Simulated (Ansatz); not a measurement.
# Nb under changes of volume

One of the cells (18.428 Å³/atom); the others are scaled copies at fixed shape and fractional positions:

```
Nb
1.0
    -1.66395    1.66395    1.66395
     1.66395   -1.66395    1.66395
     1.66395    1.66395   -1.66395
Nb
1
Direct
  0.00000 0.00000 0.00000
```

| Quantity | Value |
| --- | --- |
| Program | Ansatz 0.2.0 |
| Functional | PBE |
| Potentials or basis | Ansatz PAW |
| Cutoff | 420 eV (not typed: the program's choice for these potentials) |
| k mesh | 11 × 11 × 11 |
| Occupations | fermi-dirac, width 0.05 eV |
| Spin | no spin polarisation |

| volume (Å³/atom) | energy over the lowest point (meV/atom) | pressure (GPa) |
| --- | --- | --- |
| 17.322 | 24.45 | 9.3 |
| 17.691 | 7.78 | 5.2 |
| 18.060 | 0.00 | 1.5 |
| 18.428 | ? | ? |
| 18.797 | 8.61 | -5.2 |
| 19.165 | 23.77 | -8.0 |
| 19.534 | 45.31 | -10.7 |

Question: What does the run at 18.428 Å³/atom give?

Answer: Energy over the lowest point 0.48 meV/atom; pressure -2.0 GPa.

Worked out: A Birch-Murnaghan fit of order 3 (a polynomial in V^(-2/3)) to the other rows has its minimum at 18.22 Å³/atom with B0 = V·E''(V) = 171 GPa and B' = 3.0. It gives 0.52 meV/atom at 18.428 Å³/atom, against the run's 0.48, and -dE/dV = -1.9 GPa, against -2.0.

Energies are extrapolated to zero smearing.
